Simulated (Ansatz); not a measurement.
# TiO2 (P4_2/mnm) in Ansatz: a series of runs, part 2 of 2

Ansatz 0.2.0.

## 4. Band structure, PBE+U

input.yaml reads:

```yaml
crystal:
  lattice:
    - [4.5998373239, 0.0, 0.0]
    - [0.0, 4.5998373239, 0.0]
    - [0.0, 0.0, 2.95921356]
  atoms:
    - { symbol: Ti, position: [0.0, 0.0, 0.5] }
    - { symbol: Ti, position: [0.5, 0.5, 0.0] }
    - { symbol: O, position: [0.30432132, 0.30432132, 0.5] }
    - { symbol: O, position: [0.19567868, 0.80432132, 0.0] }
    - { symbol: O, position: [0.80432132, 0.19567868, 0.0] }
    - { symbol: O, position: [0.69567868, 0.69567868, 0.5] }
hamiltonian:
  xc: pbe
  pseudopotentials: { kind: paw }
  hubbard: { sites: [{ species: Ti, l: d, u_eff: 5.0 }] }
kpoints:
  mp_grid: { grid: [6, 6, 9] }
  band_path:
    path:
      - [[0.0, 0.0, 0.0], [0.0, 0.5, 0.0], [0.5, 0.5, 0.0], [0.0, 0.0, 0.0], [0.0, 0.0, 0.5], [0.0, 0.5, 0.5], [0.5, 0.5, 0.5], [0.0, 0.0, 0.5]]
      - [[0.0, 0.5, 0.0], [0.0, 0.5, 0.5]]
      - [[0.5, 0.5, 0.0], [0.5, 0.5, 0.5]]
    npoints: 14
scf:
  occupations: { method: fermi_dirac, width: 0.05 }
  n_extra_bands: 15
output:
  forces: true
  stress: true
  eigenvalues: true
  fatbands: false
```

Command:

```
ansatz run input.yaml --threads 2 --pin off --max-ram 5632MiB --backend cpu --events-out ev --progress --plain --runs-dir out
```

Wall time 9.2 s (2 threads of Arm Neoverse V1, shared host); peak memory 0.51 GiB.

Results (log left out):

- Free energy: -7269.1262 eV
- Pressure: 8.9 GPa
- Largest force: 0.013 eV/Å
- Band gap on the k mesh: 2.43 eV, indirect (least direct gap 2.50 eV)
- Band gap along the path: 2.43 eV, indirect (least direct gap 2.50 eV)

Forces in eV/Å, atoms in the order of the input:
```
Ti   0.000  0.000  0.000
Ti   0.000  0.000  0.000
O    0.009  0.009  0.000
O   -0.009  0.009  0.000
O    0.009 -0.009  0.000
O   -0.009 -0.009  0.000
```

Stress tensor (GPa, compression positive):
```
 7.20  0.00  0.00
 0.00  7.20  0.00
 0.00  0.00 12.20
```

Levels at the corners of the path, in eV from the valence-band top:
```tsv
point	band 22	band 23	band 24	band 25	band 26	band 27
Γ	-0.54	-0.54	0.00	2.50	2.65	2.98
X	-1.71	-0.79	-0.79	3.04	3.04	3.51
M	-1.47	-1.22	-1.22	2.43	2.43	3.03
Γ	-0.54	-0.54	0.00	2.50	2.65	2.98
Z	-2.26	-1.50	-1.50	3.40	3.40	3.75
R	-1.96	-1.11	-1.11	2.53	2.53	3.77
A	-1.24	-0.75	-0.75	3.13	3.13	3.48
Z	-2.26	-1.50	-1.50	3.40	3.40	3.75
X	-1.71	-0.79	-0.79	3.04	3.04	3.51
R	-1.96	-1.11	-1.11	2.53	2.53	3.77
M	-1.47	-1.22	-1.22	2.43	2.43	3.03
A	-1.24	-0.75	-0.75	3.13	3.13	3.48
```

Eigenvalues of the final occupation matrices:
```
  site  spin  trace               eigenvalues
site 1     1   1.02  0.12 0.15 0.15 0.29 0.31
site 2     1   1.02  0.12 0.15 0.15 0.29 0.31
```

Caveat: the pressure holds a Pulay correction of +0.7 GPa for the finite cutoff.

## 5. Band structure, PBE+U

input.yaml: that of step 4 with these lines changed.

```diff
@@ -15,3 +15,3 @@
   pseudopotentials: { kind: paw }
-  hubbard: { sites: [{ species: Ti, l: d, u_eff: 5.0 }] }
+  hubbard: { sites: [{ species: Ti, l: d, u_eff: 6.0 }] }
 kpoints:
@@ -32 +32,5 @@
   fatbands: false
+  write_density: true
+  write_potential: true
+  elf: true
+  volumetric_format: npy
```

Command:

```
ansatz run input.yaml --threads 2 --pin off --max-ram 5632MiB --backend cpu --events-out ev --progress --plain --runs-dir out
```

Run time: 9.2 s. Hardware: 2 threads of Arm Neoverse V1, shared host; peak memory 0.56 GiB.

The run converged. Its results:

```
Free energy             : -7267.5854 eV
Pressure                : 10.0 GPa
Largest force           : 0.012 eV/Å
Band gap on the k mesh  : 2.56 eV, indirect (least direct gap 2.65 eV)
Band gap along the path : 2.56 eV, indirect (least direct gap 2.65 eV)
```

Forces on the atoms (eV/Å):
```
Ti   0.000  0.000  0.000
Ti   0.000  0.000  0.000
O    0.008  0.008  0.000
O   -0.008  0.008  0.000
O    0.008 -0.008  0.000
O   -0.008 -0.008  0.000
```

Stress tensor (GPa, compression positive):
```
 7.86  0.00  0.00
 0.00  7.86  0.00
 0.00  0.00 14.15
```

Levels at the corners of the path, in eV from the valence-band top:
```csv
point,band 20,band 21,band 22,band 23,band 24,band 25,band 26,band 27,band 28,band 29
Γ,-2.20,-0.87,-0.56,-0.56,0.00,2.65,2.76,3.14,3.14,3.14
X,-3.07,-1.72,-1.72,-0.80,-0.80,3.18,3.18,3.65,3.65,3.95
M,-1.96,-1.50,-1.50,-1.25,-1.25,2.56,2.56,3.16,3.16,4.28
Γ,-2.20,-0.87,-0.56,-0.56,0.00,2.65,2.76,3.14,3.14,3.14
Z,-2.99,-2.23,-2.23,-1.51,-1.51,3.52,3.52,3.90,3.90,4.06
R,-2.62,-1.94,-1.94,-1.13,-1.13,2.69,2.69,3.89,3.89,4.22
A,-2.98,-1.23,-1.23,-0.76,-0.76,3.28,3.28,3.57,3.57,3.98
Z,-2.99,-2.23,-2.23,-1.51,-1.51,3.52,3.52,3.90,3.90,4.06
X,-3.07,-1.72,-1.72,-0.80,-0.80,3.18,3.18,3.65,3.65,3.95
R,-2.62,-1.94,-1.94,-1.13,-1.13,2.69,2.69,3.89,3.89,4.22
M,-1.96,-1.50,-1.50,-1.25,-1.25,2.56,2.56,3.16,3.16,4.28
A,-2.98,-1.23,-1.23,-0.76,-0.76,3.28,3.28,3.57,3.57,3.98
```

Eigenvalues of the final occupation matrices:
| site | spin | trace | eigenvalues |
| --- | --- | --- | --- |
| site 1 | 1 | 1.00 | 0.11 0.14 0.14 0.29 0.31 |
| site 2 | 1 | 1.00 | 0.11 0.14 0.14 0.29 0.31 |

Caveat: the pressure holds a Pulay correction of +0.7 GPa for the finite cutoff.

## 6. Band structure, PBE+U

input.yaml: that of step 5 with these lines changed.

```diff
@@ -15,3 +15,3 @@
   pseudopotentials: { kind: paw }
-  hubbard: { sites: [{ species: Ti, l: d, u_eff: 6.0 }] }
+  hubbard: { sites: [{ species: Ti, l: d, u_eff: 8.0 }] }
 kpoints:
@@ -32,5 +32 @@
   fatbands: false
-  write_density: true
-  write_potential: true
-  elf: true
-  volumetric_format: npy
```

Potentials or basis: Ansatz PAW.

Command:

```
ansatz run input.yaml --threads 2 --pin off --max-ram 5632MiB --backend cpu --events-out ev --progress --plain --runs-dir out
```

Wall time 8.8 s (2 threads of Arm Neoverse V1, shared host); peak memory 0.51 GiB.

The run converged. Its results:

```
Free energy             : -7264.6035 eV
Pressure                : 12.3 GPa
Largest force           : 0.006 eV/Å
Band gap on the k mesh  : 2.84 eV, indirect (least direct gap 2.99 eV)
Band gap along the path : 2.84 eV, indirect (least direct gap 2.99 eV)
```

Forces in eV/Å, atoms in the order of the input:
```
Ti   0.000  0.000  0.000
Ti   0.000  0.000  0.000
O    0.004  0.004  0.000
O   -0.004  0.004  0.000
O    0.004 -0.004  0.000
O   -0.004 -0.004  0.000
```

Stress tensor (GPa, compression positive):
```
 9.37  0.00  0.00
 0.00  9.37  0.00
 0.00  0.00 18.27
```

Levels at the corners of the path, in eV from the valence-band top:
| point | band 20 | band 21 | band 22 | band 23 | band 24 | band 25 | band 26 | band 27 | band 28 | band 29 |
| --- | --- | --- | --- | --- | --- | --- | --- | --- | --- | --- |
| Γ | -2.28 | -0.92 | -0.60 | -0.60 | 0.00 | 2.99 | 3.01 | 3.46 | 3.46 | 3.52 |
| X | -3.01 | -1.75 | -1.75 | -0.81 | -0.81 | 3.48 | 3.48 | 3.98 | 3.98 | 4.17 |
| M | -1.87 | -1.57 | -1.57 | -1.31 | -1.31 | 2.84 | 2.84 | 3.47 | 3.47 | 4.55 |
| Γ | -2.28 | -0.92 | -0.60 | -0.60 | 0.00 | 2.99 | 3.01 | 3.46 | 3.46 | 3.52 |
| Z | -3.07 | -2.19 | -2.19 | -1.53 | -1.53 | 3.82 | 3.82 | 4.19 | 4.19 | 4.28 |
| R | -2.71 | -1.90 | -1.90 | -1.16 | -1.16 | 3.07 | 3.07 | 4.01 | 4.01 | 4.48 |
| A | -3.07 | -1.22 | -1.22 | -0.79 | -0.79 | 3.63 | 3.63 | 3.79 | 3.79 | 4.32 |
| Z | -3.07 | -2.19 | -2.19 | -1.53 | -1.53 | 3.82 | 3.82 | 4.19 | 4.19 | 4.28 |
| X | -3.01 | -1.75 | -1.75 | -0.81 | -0.81 | 3.48 | 3.48 | 3.98 | 3.98 | 4.17 |
| R | -2.71 | -1.90 | -1.90 | -1.16 | -1.16 | 3.07 | 3.07 | 4.01 | 4.01 | 4.48 |
| M | -1.87 | -1.57 | -1.57 | -1.31 | -1.31 | 2.84 | 2.84 | 3.47 | 3.47 | 4.55 |
| A | -3.07 | -1.22 | -1.22 | -0.79 | -0.79 | 3.63 | 3.63 | 3.79 | 3.79 | 4.32 |

Eigenvalues of the final occupation matrices:
| site | spin | trace | eigenvalues |
| --- | --- | --- | --- |
| site 1 | 1 | 0.95 | 0.10 0.12 0.13 0.29 0.31 |
| site 2 | 1 | 0.95 | 0.10 0.12 0.13 0.29 0.31 |

Caveat: the pressure holds a Pulay correction of +0.7 GPa for the finite cutoff.

## 7. Summary

```tsv
U	gap on the mesh (eV)	pressure (GPa)	largest force (eV/Å)
Ti d U = 3 eV	2.19	6.9	0.01
Ti d U = 4 eV	2.31	7.8	0.01
Ti d U = 5 eV	2.43	8.9	0.01
Ti d U = 6 eV	2.56	10.0	0.01
Ti d U = 8 eV	2.84	12.3	0.01
```

Alike in all rows: task band structure; level PBE+U; potentials or basis Ansatz PAW; no spin polarisation; cell as given; k mesh 6 × 6 × 9; cutoff (eV) 420; smearing fermi-dirac 0.05 eV.

On the cell as given the gap runs from 2.19 eV (PBE+U) to 2.84 eV (PBE+U).

Absolute energies hang on the potentials; compare differences alone.

## 8. Comparison with measurements

Step 2. Against the measured gap of TiO2, 3.03 eV (direct; 1.6 K; quoted in “Shallow Valence Band of Rutile GeO2 and P-type Doping”, 2020, arxiv:2011.08928), the calculated 2.19 eV is off by -0.84 eV. 2 values of this kind are on record in papers (3.03 to 3.05 eV); this one was drawn at random among those near their median. The value is that of PBE+U, without temperature or zero-point motion. The cell is a database's relaxed one, not the measured one, which moves gaps too.

Step 3. Against the measured gap of TiO2, 3.03 eV (direct; 1.6 K; quoted in “Shallow Valence Band of Rutile GeO2 and P-type Doping”, 2020, arxiv:2011.08928), the calculated 2.31 eV is off by -0.72 eV. 2 values of this kind are on record in papers (3.03 to 3.05 eV); this one was drawn at random among those near their median. The value is that of PBE+U, without temperature or zero-point motion. The cell is a database's relaxed one, not the measured one, which moves gaps too.

Step 4. Measured direct gap of TiO2: 3.03 eV (direct; 1.6 K; quoted in “Shallow Valence Band of Rutile GeO2 and P-type Doping”, 2020, arxiv:2011.08928). This calculation gives 2.50 eV (-0.53 eV). The value is that of PBE+U, without temperature or zero-point motion. The cell is a database's relaxed one, not the measured one, which moves gaps too.

Step 5. Against the measured direct gap of TiO2, 3.03 eV (direct; 1.6 K; quoted in “Shallow Valence Band of Rutile GeO2 and P-type Doping”, 2020, arxiv:2011.08928), the calculated 2.65 eV is off by -0.38 eV. The value is that of PBE+U, without temperature or zero-point motion. The cell is a database's relaxed one, not the measured one, which moves gaps too.

Step 6. Against the measured direct gap of TiO2, 3.03 eV (direct; 1.6 K; quoted in “Shallow Valence Band of Rutile GeO2 and P-type Doping”, 2020, arxiv:2011.08928), the calculated 2.99 eV is off by -0.04 eV. The value is that of PBE+U, without temperature or zero-point motion. The cell is a database's relaxed one, not the measured one, which moves gaps too.
